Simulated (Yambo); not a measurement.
## SiC (Moissanite 3C) in Yambo: convergence with bands in self energy

The system is SiC (Moissanite 3C).

```
CELL_PARAMETERS angstrom
0.00000 2.17900 2.17900
2.17900 0.00000 2.17900
2.17900 2.17900 0.00000
ATOMIC_POSITIONS crystal
Si 0.00000 0.00000 0.00000
C 0.75000 0.75000 0.75000
```

- Program: Yambo 5.3.0
- Task: G0W0 quasiparticle levels
- Functional: PBE
- Potentials or basis: PseudoDojo 0.4 SR PBE stringent
- Cutoff: 1116 eV
- Density cutoff: 4463 eV
- k mesh: 6 × 6 × 6
- Occupations: fixed
- Spin: no spin polarisation
- k mesh of the self-consistent run: 10 × 10 × 10
- Random integration of the Coulomb term: yes
- Direction of the field or of q to 0: x + y + z
- Broadening: 0.1 eV
- States corrected: Γ and the k points of the band edges
- Frequency dependence of W: plasmon pole
- Terminator of the band sum in the self-energy: none
- Quasiparticle equation: linearised (Newton)
- Imaginary frequency of the plasmon-pole fit: 27.2114 eV
- Bands in the response: 104
- Bands in the self-energy: 9
- Cutoff of the response matrix: 12 Ry
- Cutoff of exchange and Vxc: 82 Ry
- Bands corrected (first, last): [3, 5]

These are the settings of the first run; the series varies bands in self energy, with any setting tied to it.

```
bands in self energy  quasiparticle gap at the points computed (eV)
                   9                                          1.731
                  14                                          1.801
                  24                                          1.899
                  44                                          2.014
                 104                                          2.111
```

Not settled before the last step: the quasiparticle gap at the points computed (to 0.05 eV). The tightest run that finished is the yardstick and may itself not be fully converged.

Caveat, for the tightest run too: this version prints the column dSc/dw multiplied by 27.2.
